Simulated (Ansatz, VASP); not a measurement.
## ZnGa31As32H (Zn_Ga-H): VASP beside Ansatz

Wanted: the spread between two codes on one cell, functional and k mesh. Of the first pair: The structure shown is the start of the Ansatz relaxation below; VASP solves that cell, so the two are compared at the walk's first step.

Main program and level: Ansatz 0.2.0; plane waves, with VASP 6.6.1 beside it; single point at PBE.

### Step 1. Set-up

The cell holds 65 atoms: 31 Ga, 32 As, 1 Zn and 1 H. Its edges and angles: a = 11.487 Å, b = 11.487 Å, c = 11.487 Å, α = 90.0°, β = 90.0°, γ = 90.0°. It derives from GaAs (GaAs (F-43m)). Nearest the centre at fractional (0.500, 0.500, 0.500): Zn64 at 0.05 Å, H65 at 0.89 Å, As56 at 2.44 Å, As53 at 2.50 Å, As46 at 2.50 Å, As35 at 2.51 Å, Ga15 at 4.02 Å, Ga8 at 4.02 Å.

### Step 2. Ansatz: relaxation, PBE

Ansatz runs on its default PAW (the set named soft_2) files.

The two programs are compared at the cell with which this relaxation starts, whose forces are those of its first step.

Input file input.yaml:

```yaml
crystal:
  lattice:
    - [11.48698958, 0.0, 0.0]
    - [0.0, 0.0, -11.48698958]
    - [0.0, 11.48698958, 0.0]
  atoms:
    - { symbol: Ga, position: [0.0, 0.0, 0.0] }
    - { symbol: Ga, position: [0.0, 0.25, 0.25] }
    - { symbol: Ga, position: [0.25, 0.0, 0.25] }
    - { symbol: Ga, position: [0.25, 0.25, 0.0] }
    - { symbol: As, position: [0.125, 0.125, 0.375] }
    - { symbol: As, position: [0.125, 0.375, 0.125] }
    - { symbol: As, position: [0.375, 0.125, 0.125] }
    - { symbol: As, position: [0.375, 0.375, 0.375] }
    - { symbol: Ga, position: [0.0, 0.0, 0.5] }
    - { symbol: Ga, position: [0.0, 0.25, 0.75] }
    - { symbol: Ga, position: [0.25, 0.0, 0.75] }
    - { symbol: Ga, position: [0.25, 0.25, 0.5] }
    - { symbol: As, position: [0.125, 0.125, 0.875] }
    - { symbol: As, position: [0.125, 0.375, 0.625] }
    - { symbol: As, position: [0.375, 0.125, 0.625] }
    - { symbol: As, position: [0.375, 0.375, 0.875] }
    - { symbol: Ga, position: [0.0, 0.5, 0.0] }
    - { symbol: Ga, position: [0.0, 0.75, 0.25] }
    - { symbol: Ga, position: [0.25, 0.5, 0.25] }
    - { symbol: Ga, position: [0.25, 0.75, 0.0] }
    - { symbol: As, position: [0.125, 0.625, 0.375] }
    - { symbol: As, position: [0.125, 0.875, 0.125] }
    - { symbol: As, position: [0.375, 0.625, 0.125] }
    - { symbol: As, position: [0.375, 0.875, 0.375] }
    - { symbol: Ga, position: [0.0, 0.5, 0.5] }
    - { symbol: Ga, position: [0.0, 0.75, 0.75] }
    - { symbol: Ga, position: [0.25, 0.5, 0.75] }
    - { symbol: Ga, position: [0.25, 0.75, 0.5] }
    - { symbol: As, position: [0.125, 0.625, 0.875] }
    - { symbol: As, position: [0.125, 0.875, 0.625] }
    - { symbol: As, position: [0.375, 0.625, 0.625] }
    - { symbol: As, position: [0.375, 0.875, 0.875] }
    - { symbol: Ga, position: [0.5, 0.0, 0.0] }
    - { symbol: Ga, position: [0.5, 0.25, 0.25] }
    - { symbol: Ga, position: [0.75, 0.0, 0.25] }
    - { symbol: Ga, position: [0.75, 0.25, 0.0] }
    - { symbol: As, position: [0.625, 0.125, 0.375] }
    - { symbol: As, position: [0.625, 0.375, 0.125] }
    - { symbol: As, position: [0.875, 0.125, 0.125] }
    - { symbol: As, position: [0.875, 0.375, 0.375] }
    - { symbol: Ga, position: [0.5, 0.0, 0.5] }
    - { symbol: Ga, position: [0.5, 0.25, 0.75] }
    - { symbol: Ga, position: [0.75, 0.0, 0.75] }
    - { symbol: Ga, position: [0.75, 0.25, 0.5] }
    - { symbol: As, position: [0.625, 0.125, 0.875] }
    - { symbol: As, position: [0.625, 0.375, 0.625] }
    - { symbol: As, position: [0.875, 0.125, 0.625] }
    - { symbol: As, position: [0.875, 0.375, 0.875] }
    - { symbol: Ga, position: [0.5, 0.5, 0.0] }
    - { symbol: Ga, position: [0.5, 0.75, 0.25] }
    - { symbol: Ga, position: [0.75, 0.5, 0.25] }
    - { symbol: Ga, position: [0.75, 0.75, 0.0] }
    - { symbol: As, position: [0.625, 0.625, 0.375] }
    - { symbol: As, position: [0.625, 0.875, 0.125] }
    - { symbol: As, position: [0.875, 0.625, 0.125] }
    - { symbol: As, position: [0.875, 0.875, 0.375] }
    - { symbol: Zn, position: [0.5, 0.5, 0.5] }
    - { symbol: Ga, position: [0.5, 0.75, 0.75] }
    - { symbol: Ga, position: [0.75, 0.5, 0.75] }
    - { symbol: Ga, position: [0.75, 0.75, 0.5] }
    - { symbol: As, position: [0.625, 0.625, 0.875] }
    - { symbol: As, position: [0.625, 0.875, 0.625] }
    - { symbol: As, position: [0.875, 0.625, 0.625] }
    - { symbol: As, position: [0.875, 0.875, 0.875] }
    - { symbol: H, position: [0.453034, 0.453034, 0.453034] }
  host:
    repeats: [2, 2, 2]
    atoms:
      - { symbol: Ga, position: [0.0, 0.0, 0.0] }
      - { symbol: Ga, position: [0.0, 0.5, 0.5] }
      # ... 6 more atoms of the perfect host
basis:
  ecutwfc: 420
  xc_grid: 2
hamiltonian:
  xc: pbe
kpoints:
  mp_grid: { grid: [1, 1, 1] }
magnetization:
  spin_polarized: true
  initial_magnetization: 2
  spin_locking: { lock_magnetization: hard }
scf:
  occupations: { method: fermi_dirac, width: 0.01 }
  max_iter: 60
output:
  forces: true
  charged_corrections:
    epsilon: 15.8
    static_epsilon: 18.01
    defect_position: [0.5, 0.5, 0.5]
relax:
  f_tol: 0.01
  max_steps: 80
  random_displacement: { amplitude: 0.05, seed: 4963 }
checkpoint:
  write: "../q0_M2.relax_smeared.run"
  compress: false
  write_wavefunctions: true
  write_every: 100000
```

On the command line:

```console
> ansatz run input.yaml --threads 4 --pin off --max-ram 14131MiB --backend cpu --events-out ev --progress --plain --runs-dir out
```

Numbers of over 12 decimals in the logs are rounded to 6 here.

The program printed:

```text
Engine: ansatz 0.2.0, aarch64-unknown-linux-gnu
Pseudopotentials: kind: paw
Pseudopotential: Ga, paw, valence charge 13, recommended cutoff 420 eV (normal), Ga.paw.azcp
Pseudopotential: As, paw, valence charge 15, recommended cutoff 420 eV (normal), As.paw.azcp
Pseudopotential: Zn, paw, valence charge 12, recommended cutoff 420 eV (normal), Zn.paw.azcp
Pseudopotential: H, paw, valence charge 1, recommended cutoff 420 eV (normal), H.paw.azcp
Functional definition: PBE
  parameter kappa = 0.804
  parameter beta = 0.066725
  exchange = pbe_x(kappa = kappa, mu = beta*pi^2/3)
  correlation = pbe_c(beta = beta)
Crystal: 65 atoms, lattice volume = 1515.719 Å³
Basis set: ecut = 420 eV, 29423 PW (Γ), exchange–correlation on 160×160×160 points (8 copies of the dense FFT grid, shifted against one another)
Bands: 539, of which v1, the nominal top of the filled ones, is band 448 counted from 1 (447 counted from 0)
Symmetry: 1 space group operations
k-points: 1
Non-local potential: Ga, projectors of the file, l = 0: 2, l = 1: 2, l = 2: 3, l = 3: 1
Non-local potential: As, projectors of the file, l = 0: 2, l = 1: 2, l = 2: 3, l = 3: 1
Non-local potential: Zn, projectors of the file, l = 0: 2, l = 1: 2, l = 2: 3, l = 3: 1
Non-local potential: H, projectors of the file, l = 0: 2, l = 1: 1
PAW form: soft (Blöchl's): semilocal exchange-correlation on the pseudo side does not see the compensation charge
PAW one-centre angular grid: Ga, 590 points (default); XC on 64 Gauss nodes
PAW one-centre angular grid: As, 590 points (default); XC on 64 Gauss nodes
PAW one-centre angular grid: Zn, 590 points (default); XC on 64 Gauss nodes
PAW one-centre angular grid: H, 110 points (default); XC on 64 Gauss nodes
Initial density: superposition of atomic densities (chi_scale 0.1, normalization cell)
Starting moments: Σ|m| = 2 μB on 65 of 65 sites
Initial wavefunctions: pseudopotential atomic-orbital guess
Functional: x = pbe(κ = 0.804, μ = 0.219515), c = pbe(β = 0.066725)
iter 1 solved again at ethr=2.81e-3 eV; its pass at ethr=3.10e-3 eV (dr2=2.52e1 eV) is discarded
SCF iter   1: F=—  HF=-276017.364553 eV  |F-HF|=—  |Δ(HF+E_count)|=         —  Δρ=1.96e-2 (↑1.94e-2 ↓1.96e-2)  dr2=2.51e1  dr2_m=1.11e-1  M=2.000 μB ∫|m|=2.093 μB  β_m=0.30  ethr=2.81e-3  ⟨swp⟩=1.0  Hψ=5408  notcnv=0
preconditioner: auto → Kerker (q_TF=auto, 2.499 Å⁻¹)  [metal: Δε(μ)=0.008 eV  Ē_g=13.841 eV  σ=0.010 eV  W_gap=0.20  n_scr=388 (ndim 8)  ℏωp=22.9 eV  f_vac=0.005  D(μ)=59.83/eV (n_scr^D=460)]
spin=Collinear: Kerker preconditioning applied to the charge; magnetization (m = ρ↑ − ρ↓) channel mixes plain (no charge-response kernel on spin).
SCF iter   2: F=—  HF=-276014.645621 eV  |F-HF|=—  |Δ(HF+E_count)|=    2.72e0  Δρ=1.51e-2 (↑1.48e-2 ↓1.51e-2)  dr2=1.47e1  dr2_m=5.62e-2  M=2.000 μB ∫|m|=2.106 μB  β_m=0.65  ethr=2.81e-3  ⟨swp⟩=2.0  Hψ=1526  notcnv=0
SCF iter   3: F=—  HF=-276012.322638 eV  |F-HF|=—  |Δ(HF+E_count)|=    2.32e0  Δρ=5.47e-3 (↑5.47e-3 ↓5.44e-3)  dr2=2.13e0  dr2_m=1.78e-4  M=2.000 μB ∫|m|=2.141 μB  β_m=0.57  ethr=1.64e-3  ⟨swp⟩=2.0  Hψ=1516  notcnv=0  defer=172
SCF iter   4: F=—  HF=-276011.637717 eV  |F-HF|=—  |Δ(HF+E_count)|=   6.85e-1  Δρ=2.20e-3 (↑2.20e-3 ↓2.18e-3)  dr2=4.61e-1  dr2_m=9.03e-4  M=2.000 μB ∫|m|=2.147 μB  β_m=0.74  ethr=2.38e-4  ⟨swp⟩=3.0  Hψ=1764  notcnv=0  defer=172
SCF iter   5: F=—  HF=-276011.766209 eV  |F-HF|=—  |Δ(HF+E_count)|=   1.28e-1  Δρ=1.37e-3 (↑1.37e-3 ↓1.35e-3)  dr2=1.73e-1  dr2_m=4.76e-5  M=2.000 μB ∫|m|=2.145 μB  β_m=0.66  ethr=5.15e-5  ⟨swp⟩=3.0  Hψ=1900  notcnv=0  defer=172
SCF iter   6: F=—  HF=-276011.775001 eV  |F-HF|=—  |Δ(HF+E_count)|=   8.79e-3  Δρ=4.82e-4 (↑4.82e-4 ↓4.75e-4)  dr2=2.94e-2  dr2_m=2.91e-5  M=2.000 μB ∫|m|=2.143 μB  β_m=0.81  ethr=1.93e-5  ⟨swp⟩=3.0  Hψ=1698  notcnv=0  defer=172
SCF iter   7: F=—  HF=-276011.794565 eV  |F-HF|=—  |Δ(HF+E_count)|=   1.96e-2  Δρ=2.25e-4 (↑2.23e-4 ↓2.25e-4)  dr2=7.23e-3  dr2_m=2.34e-6  M=2.000 μB ∫|m|=2.143 μB  β_m=0.78  ethr=3.28e-6  ⟨swp⟩=2.0  Hψ=1659  notcnv=0  defer=172
SCF iter   8: F=—  HF=-276011.796742 eV  |F-HF|=—  |Δ(HF+E_count)|=   2.18e-3  Δρ=1.00e-4 (↑1.00e-4 ↓9.79e-5)  dr2=2.37e-3  dr2_m=1.28e-7  M=2.000 μB ∫|m|=2.143 μB  β_m=0.79  ethr=8.07e-7  ⟨swp⟩=2.0  Hψ=1802  notcnv=0  defer=172
SCF iter   9: F=—  HF=-276011.796680 eV  |F-HF|=—  |Δ(HF+E_count)|=   6.15e-5  Δρ=4.39e-5 (↑4.38e-5 ↓4.39e-5)  dr2=1.19e-3  dr2_m=5.23e-8  M=2.000 μB ∫|m|=2.143 μB  β_m=0.89  ethr=2.64e-7  ⟨swp⟩=2.0  Hψ=1751  notcnv=0  defer=172
SCF iter  10: F=—  HF=-276011.796621 eV  |F-HF|=—  |Δ(HF+E_count)|=   5.90e-5  Δρ=2.62e-5 (↑2.62e-5 ↓2.58e-5)  dr2=3.15e-4  dr2_m=1.29e-8  M=2.000 μB ∫|m|=2.143 μB  β_m=0.95  ethr=1.33e-7  ⟨swp⟩=2.0  Hψ=1173  notcnv=0  defer=172
[...]
--- Relaxed structure (15 steps of the walk, 14 accepted, 0 SCFs on fresh bases) ---
  F+E_penalty+E_count = -276020.24384808 eV   max|allowed force component| = 2.526e-3 eV/Å
  atoms:
    - { symbol: Ga, position: [-0.000483676, 0.000328254, -0.000157734] }
    - { symbol: Ga, position: [-0.00161088, 0.250346, 0.249915] }
    - { symbol: Ga, position: [0.249657, -0.000822517, 0.249982] }
    - { symbol: Ga, position: [0.249593, 0.250348, -0.0012914] }
    - { symbol: As, position: [0.122445, 0.122351, 0.374907] }
    - { symbol: As, position: [0.122442, 0.374451, 0.122763] }
    - { symbol: As, position: [0.374582, 0.122351, 0.122768] }
    - { symbol: As, position: [0.354998, 0.355320, 0.355322] }
    - { symbol: Ga, position: [-0.00139072, -0.000698658, 0.500597] }
    - { symbol: Ga, position: [-0.000239545, 0.250408, 0.749963] }
    - { symbol: Ga, position: [0.249732, 0.000594788, 0.749950] }
    - { symbol: Ga, position: [0.243233, 0.243886, 0.503834] }
    - { symbol: As, position: [0.125036, 0.125007, 0.875278] }
    - { symbol: As, position: [0.125414, 0.376261, 0.626494] }
    - { symbol: As, position: [0.376309, 0.125410, 0.626412] }
    - { symbol: As, position: [0.375620, 0.375678, 0.876054] }
    - { symbol: Ga, position: [-0.00137929, 0.501111, -0.00105927] }
    - { symbol: Ga, position: [-0.00019536, 0.750578, 0.250032] }
    - { symbol: Ga, position: [0.243127, 0.504446, 0.243457] }
    - { symbol: Ga, position: [0.249708, 0.750578, 0.000132021] }
    - { symbol: As, position: [0.125317, 0.626175, 0.376576] }
    - { symbol: As, position: [0.125086, 0.875079, 0.125410] }
    - { symbol: As, position: [0.376249, 0.626174, 0.125649] }
    - { symbol: As, position: [0.375747, 0.875626, 0.376073] }
    - { symbol: Ga, position: [-0.000363959, 0.500955, 0.500559] }
    - { symbol: Ga, position: [-0.000453357, 0.750491, 0.750029] }
    - { symbol: Ga, position: [0.250357, 0.501506, 0.751274] }
    - { symbol: Ga, position: [0.250643, 0.751407, 0.500903] }
    - { symbol: As, position: [0.124829, 0.625401, 0.875938] }
    - { symbol: As, position: [0.125047, 0.875329, 0.625716] }
    - { symbol: As, position: [0.373213, 0.628018, 0.628850] }
    - { symbol: As, position: [0.374763, 0.876027, 0.876299] }
    - { symbol: Ga, position: [0.500276, -0.000694761, -0.00106231] }
    - { symbol: Ga, position: [0.503513, 0.243882, 0.243561] }
    - { symbol: Ga, position: [0.749628, 0.000593981, 0.250062] }
    - { symbol: Ga, position: [0.749639, 0.250412, 9.458928695507714e-5] }
    - { symbol: As, position: [0.626084, 0.125407, 0.376638] }
    - { symbol: As, position: [0.626162, 0.376264, 0.125746] }
    - { symbol: As, position: [0.874952, 0.125009, 0.125363] }
    - { symbol: As, position: [0.875728, 0.375678, 0.375945] }
    - { symbol: Ga, position: [0.500321, 0.000329648, 0.500650] }
    - { symbol: Ga, position: [0.500562, 0.251445, 0.751049] }
    - { symbol: Ga, position: [0.749548, 0.000214906, 0.749872] }
    - { symbol: Ga, position: [0.750720, 0.251450, 0.500886] }
    - { symbol: As, position: [0.625376, 0.124801, 0.875798] }
    - { symbol: As, position: [0.628560, 0.373095, 0.628894] }
    - { symbol: As, position: [0.875468, 0.124798, 0.625702] }
    - { symbol: As, position: [0.876011, 0.374711, 0.876340] }
    - { symbol: Ga, position: [0.500232, 0.500958, -3.415964666722926e-5] }
    - { symbol: Ga, position: [0.500577, 0.751413, 0.250962] }
    - { symbol: Ga, position: [0.750955, 0.501508, 0.250685] }
    - { symbol: Ga, position: [0.749708, 0.750491, -0.000128446] }
    - { symbol: As, position: [0.628516, 0.628023, 0.373535] }
    - { symbol: As, position: [0.625390, 0.875331, 0.125372] }
    - { symbol: As, position: [0.875615, 0.625399, 0.125149] }
    - { symbol: As, position: [0.875967, 0.876024, 0.375093] }
    - { symbol: Zn, position: [0.528393, 0.529187, 0.528707] }
    - { symbol: Ga, position: [0.498056, 0.751816, 0.751460] }
    - { symbol: Ga, position: [0.751148, 0.499170, 0.751474] }
    - { symbol: Ga, position: [0.751126, 0.751816, 0.498389] }
    - { symbol: As, position: [0.625474, 0.625486, 0.875405] }
    - { symbol: As, position: [0.625440, 0.874728, 0.625779] }
    - { symbol: As, position: [0.875071, 0.625486, 0.625805] }
    - { symbol: As, position: [0.875178, 0.875287, 0.875502] }
    - { symbol: H, position: [0.431802, 0.431959, 0.432144] }
```

### Step 3. VASP: single point, PBE, start cell, pair 1

The same cell, functional, mesh and smearing now go to VASP, with its own data sets.

Lines of VASP's logs that name or quote its potential files are left out, and so is its time.

Input file INCAR:

```
SYSTEM = ZnGa31As32H
PREC = Accurate
ENCUT = 400
EDIFF = 1E-06
NELM = 200
ISMEAR = -1
SIGMA = 0.01
LREAL = Auto
ALGO = Normal
GGA = PE
NBANDS = 336
ISPIN = 2
MAGMOM = 0.02 0.01 0.01 0.01 0.01 0.01 0.01 0.01 0.01 0.01 0.01 0.01 0.02 0.01 0.01 0.02 0.01 0.01 0.01 0.01 0.02 0.01 0.01 0.01 0.02 0.02 0.01 0.01 0.01 0.01 0.01 0.02 0.03 0.02 0 0.03 0.03 0.03 0.03 0.03 0.03 0.03 0.03 0.02 0.03 0.03 0.02 0.03 0.03 0.03 0.03 0.03 0.03 0.03 0.03 0.03 0.03 0.02 0.02 0.03 0.03 0.03 0.03 0.01 -0
LORBIT = 11
LWAVE = .FALSE.
LCHARG = .FALSE.
ISIF = 2
NUPDOWN = 2
LASPH = .TRUE.
GGA_COMPAT = .FALSE.
NCORE = 2
```

Input file POSCAR:

```
ZnGa31As32H
1.0
   11.4869895839      0.0000000000      0.0000000000
    0.0000000000      0.0000000000    -11.4869895839
    0.0000000000     11.4869895839      0.0000000000
Ga As Zn H
31 32 1 1
Direct
    0.0019745818      0.9969537711      0.0024016736
    0.9994444149      0.2542776746      0.2494176546
    0.2489942190      0.0034142105      0.2474944353
    0.2474281864      0.2466961408      0.9988097839
    0.9980635483      0.0038349473      0.5006999404
    0.0043342078      0.2496715070      0.7497700714
    0.2537353219      0.9988960554      0.7480569158
    0.2528632919      0.2518058347      0.5027361571
    0.9992886735      0.4974132655      0.0034277040
    0.9967976814      0.7471015741      0.2494609209
    0.2499062073      0.4960188184      0.2482428472
    0.2505118490      0.7506125027      0.0042789279
    0.0034115118      0.5024247613      0.4988049269
    0.0013445646      0.7539841433      0.7511248214
    0.2515780117      0.4973943746      0.7468908139
    0.2485561582      0.7459761269      0.5008185964
    0.4993349178      0.0043005175      0.9999003220
    0.5025191290      0.2518932379      0.2469972641
    0.7485524329      0.9962461879      0.2516612363
    0.7470210482      0.2514341968      0.9971688840
    0.5011708210      0.0018117018      0.5037806431
    0.4996183689      0.2543351309      0.7499144956
    0.7521180321      0.9961996135      0.7498680953
    0.7499435720      0.2536830019      0.5023192507
    0.4958945038      0.5002450780      0.0014252646
    0.4971352989      0.7507662418      0.2531863530
    0.7457669338      0.4990036735      0.2498127102
    0.7505721092      0.7504676432      0.9957104514
    0.4995456780      0.7536980805      0.7477495246
    0.7472221453      0.5019145319      0.7527503996
    0.7529786579      0.7517712919      0.5026336933
    0.1221069271      0.1225071190      0.3770886156
    0.1266643440      0.3789899841      0.1244933661
    0.3748330203      0.1217300660      0.1278681407
    0.3710532659      0.3765259791      0.3739795330
    0.1263052421      0.1224770850      0.8782981761
    0.1239887082      0.3709585500      0.6262610362
    0.3722208477      0.1236708704      0.6219249132
    0.3711205594      0.3751450255      0.8769685849
    0.1225690151      0.6231686681      0.3718882975
    0.1224006507      0.8768711703      0.1220523436
    0.3725939654      0.6276199649      0.1275086905
    0.3728184803      0.8739208760      0.3786086832
    0.1231777038      0.6217923284      0.8726898311
    0.1241114558      0.8756594516      0.6207902382
    0.3727986318      0.6225632005      0.6278569287
    0.3738099498      0.8753059212      0.8708242422
    0.6251773755      0.1267199721      0.3710053856
    0.6275717365      0.3722652457      0.1272032145
    0.8713544943      0.1260630550      0.1271275637
    0.8791263304      0.3741128142      0.3760642393
    0.6226913455      0.1219285514      0.8729548266
    0.6290010056      0.3757976769      0.6234828497
    0.8790545971      0.1259733013      0.6237513273
    0.8738175417      0.3785828278      0.8771705525
    0.6219445876      0.6223211876      0.3765603658
    0.6245331684      0.8787647909      0.1271342669
    0.8759330655      0.6245447467      0.1292271564
    0.8773342159      0.8735446243      0.3716266102
    0.6230253756      0.6284574342      0.8732411505
    0.6240658571      0.8780505916      0.6220389553
    0.8767040247      0.6209948175      0.6250344311
    0.8772827664      0.8762854642      0.8715239034
    0.5022440351      0.5002577009      0.5037208363
    0.4571656448      0.4537819036      0.4541815732
```

Input file KPOINTS:

```
Automatic mesh
0
Gamma
1 1 1
0 0 0
```

The projector-augmented-wave data sets are Ga_d, As, Zn and H (PBE family, release 64).

On the command line:

```console
> mpirun -np 8 vasp_gam
```

The program printed:

```text
[banner, memory and clock lines left out]
running    8 mpi-ranks, on    1 nodes
[...]
LDA part: xc-table for (Slater+PW92), standard interpolation
|                                                                             |
|           W    W    AA    RRRRR   N    N  II  N    N   GGGG   !!!           |
|           W    W   A  A   R    R  NN   N  II  NN   N  G    G  !!!           |
|           W    W  A    A  R    R  N N  N  II  N N  N  G       !!!           |
|           W WW W  AAAAAA  RRRRR   N  N N  II  N  N N  G  GGG   !            |
|           WW  WW  A    A  R   R   N   NN  II  N   NN  G    G                |
|           W    W  A    A  R    R  N    N  II  N    N   GGGG   !!!           |
|                                                                             |
|     The distance between some ions is very small. Please check the          |
|     nearest-neighbor list in the OUTCAR file.                               |
|     I HOPE YOU KNOW WHAT YOU ARE DOING!                                     |
|                                                                             |

 POSCAR, INCAR and KPOINTS ok, starting setup
[...]
entering main loop
       N       E                     dE             d eps       ncg     rms          rms(c)
DAV:   1     0.883221251875E+04    0.88322E+04   -0.20515E+05  1432   0.240E+03
DAV:   2     0.217360078701E+04   -0.66586E+04   -0.64463E+04  1344   0.683E+02
DAV:   3     0.531484366197E+02   -0.21205E+04   -0.20011E+04  1696   0.240E+02
DAV:   4    -0.238663833276E+03   -0.29181E+03   -0.28086E+03  1664   0.851E+01
[...]
DAV:  16    -0.250286542918E+03   -0.71072E-05   -0.40640E-05  1664   0.349E-02    0.786E-03
DAV:  17    -0.250286546293E+03   -0.33750E-05   -0.10267E-05  1312   0.244E-02    0.332E-03
DAV:  18    -0.250286547241E+03   -0.94860E-06   -0.50442E-06  1232   0.871E-03
   1 F= -.25028655E+03 E0= -.25027788E+03  d E =-.173434E-01  mag=     2.0000
```

Parts of OUTCAR (step 3):

```text
  FREE ENERGIE OF THE ION-ELECTRON SYSTEM (eV)
  ---------------------------------------------------
  free  energy   TOTEN  =      -250.2865472415 eV

  energy  without entropy=     -250.2692038293  energy(sigma->0) =     -250.27787554

 magnetization (x)
# of ion       s       p       d       tot
------------------------------------------
    1        0.014   0.003   0.002   0.018
    2        0.010   0.003   0.002   0.015
    3        0.012   0.003   0.002   0.016
    4        0.012   0.003   0.002   0.016
    5        0.013   0.003   0.002   0.018
    6        0.016   0.003   0.002   0.020
    7        0.015   0.003   0.002   0.019
    8        0.016   0.003   0.001   0.021
    9        0.013   0.003   0.002   0.018
   10        0.017   0.002   0.002   0.021
   11        0.017   0.002   0.001   0.021
   12        0.014   0.003   0.002   0.020
   13        0.013   0.003   0.002   0.018
[...]
--------------------------------------------------
tot          0.789   0.601   0.060   1.450

[... 1 further part left out ...]
```

The run ends at a pressure of 2.50 GPa, with forces up to 41 eV/Å.

[end of part 1 of 2]

[Lines on the potential files, build, host, timing and source positions are cut from VASP's logs without a mark.]

[Logs are printed without paths, hosts, clocks, repeated set-up lines and the standing remarks that a program may print on its own settings, such as how far it seeks lower states.]

[Hosts, paths, dates, database ids (printed as entryN), source tags and the programs' standing remarks are cut or masked in the printed files.]
